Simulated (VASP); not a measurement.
Here is a VASP 6.6.1 calculation.

The input INCAR:

```
PREC = Accurate
ENCUT = 600
EDIFF = 1E-6
ISMEAR = -1
SIGMA = 0.05
LREAL = False
LASPH = True
NELM = 80
ALGO = Fast
ISIF = 3
LWAVE = False
LCHARG = False
GGA = PE
IVDW = 12
IBRION = 2
NSW = 40
EDIFFG = -0.01
```

Contents of KPOINTS:

```
Automatic mesh
0
Gamma
  8 8 4
```

File POSCAR:

```
PtSe2
1.0
    3.7240000000      0.0000000000      0.0000000000
   -1.8620000000      3.2250786037      0.0000000000
    0.0000000000      0.0000000000      5.0620000000
Pt Se
1 2
Direct
    0.0000000000      0.0000000000      0.0000000000
    0.6666666667      0.3333333333      0.7500000000
    0.3333333333      0.6666666667      0.2500000000
```

Potentials or basis: VASP PAW PBE potentials, release 64 (Pt, Se).

Run with:

```console
$ cat potpaw_PBE.64/Pt/POTCAR potpaw_PBE.64/Se/POTCAR > POTCAR
$ mpirun -np 1 vasp_std > vasp.out
```

(1) What does it give for the dispersion energy per atom?

(2) Predict the relaxed cell.

(3) Predict the relaxed volume.

(4) Estimate the band gap on the k mesh.

Answers

(1) -0.493 eV.

(2) a = 3.774 Å, b = 3.774 Å, c = 4.793 Å, α = 90.00°, β = 90.00°, γ = 120.00°.

(3) 19.71 Å³/atom.

(4) none (metal or under the smearing width).

Caveat: pairwise dispersion overbinds metals, which lowers pressure and volume.
